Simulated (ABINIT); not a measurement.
Runs of ABINIT 10.8.3 (patched build) on Hf. Symmetry: P6_3/mmc, No. 194, hexagonal system. The conventional cell has a = 3.197 Å, b = 3.197 Å, c = 5.058 Å, α = 90.00°, β = 90.00°, γ = 120.00°. Hf (site symmetry -6m2) is surrounded by 12 Hf at 3.13 to 3.20 Å. 

| task | level | potentials or basis | cell | k mesh | cutoff (eV) | smearing | stop of the response cycle (tolvrs) | acoustic sum rule (asr) | bands in the sums | broadening (eV) | scissor shift (eV) | gap on the mesh (eV) | pressure (GPa) |
| --- | --- | --- | --- | --- | --- | --- | --- | --- | --- | --- | --- | --- | --- |
| phonons | LDA | PseudoDojo NC SR LDA v0.4.1 standard | as given | 12 × 12 × 6 | 707 | methfessel-paxton 0.1 eV | 1e-08 | 1 | - | - | - | none | -9.0 |
| optical spectrum | LDA | PseudoDojo NC SR LDA v0.4.1 standard | as given | 16 × 16 × 8, shifted | 707 | fermi-dirac 0.2 eV | - | - | 18 | 0.05 | 0 | - | -8.5 |
| relaxation of cell and atoms | LDA | JTH PAW LDA v2.0 | relaxed | 8 × 8 × 4 | 463 | fermi-dirac 0.05 eV | - | - | - | - | - | none | 0.0 |
| optical spectrum | PBE | PseudoDojo NC SR PBE v0.4.1 standard | as given | 16 × 16 × 8, shifted | 707 | fermi-dirac 0.136 eV | - | - | 20 | 0.05 | 0 | - | (a) |
| single point | PBE | PseudoDojo NC SR PBE v0.4.1 standard | as given | 8 × 8 × 4 | 707 | fermi-dirac 0.05 eV | - | - | - | - | - | none | 0.3 |

Alike in all rows: no spin polarisation.

Task: Fill in the values left out.

Result: (a) 0.7.

Caveats: the intraband (Drude) term is left out (some runs); spectra need much finer meshes, so this one isn't converged (some runs); the cell is more than 3 GPa from zero pressure, which shifts response properties (some runs).

A k mesh can miss the band edges, and the runs leave out spin-orbit coupling on Hf.

A gap of «none» marks a metal or a gap under the smearing width.

Not every run made on this cell is shown here.
